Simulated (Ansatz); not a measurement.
InAs:

```xyz
2
Lattice="0.0000 2.8773 2.8773 2.8773 0.0000 2.8773 2.8773 2.8773 0.0000" Properties=species:S:1:pos:R:3 pbc="T T T"
In    2.8773    2.8773    2.8773
As    0.0000    0.0000    0.0000
```

Measurements of this composition are mostly on another form, of space group No. 216.

Base run:

| Item | Value |
| --- | --- |
| Program | Ansatz 0.2.0 |
| Functional | r2SCAN |
| Potentials or basis | Ansatz PAW |
| Cutoff | 500 eV (not typed: the program's choice for these potentials) |
| k mesh | 8 × 8 × 8 |
| Occupations | fermi-dirac, width 0.05 eV |
| Spin | no spin polarisation |

Its results: band gap on the k mesh none (metal or under the smearing width); pressure -2.4 GPa.

Task: After a change of settings the same cell gave: band gap on the k mesh none (metal or under the smearing width); pressure 1.2 GPa. Which change was it?
A. functional from r2SCAN to PBEsol; cutoff from 500 eV (not typed: the program's choice for these potentials) to 420 eV (not typed: the program's choice for these potentials)
B. functional from r2SCAN to BLYP; cutoff from 500 eV (not typed: the program's choice for these potentials) to 420 eV (not typed: the program's choice for these potentials)
C. functional from r2SCAN to revPBE; cutoff from 500 eV (not typed: the program's choice for these potentials) to 420 eV (not typed: the program's choice for these potentials)
D. functional from r2SCAN to LDA; cutoff from 500 eV (not typed: the program's choice for these potentials) to 420 eV (not typed: the program's choice for these potentials)

Result: C.

Caveats: spin-orbit coupling is left out, which moves the levels of the heavy elements; the PAW data sets come from PBE, with cores solved anew for the run's functional, which leaves a small shift of forces and pressure.

Runs at the PBE level aren't shown here.
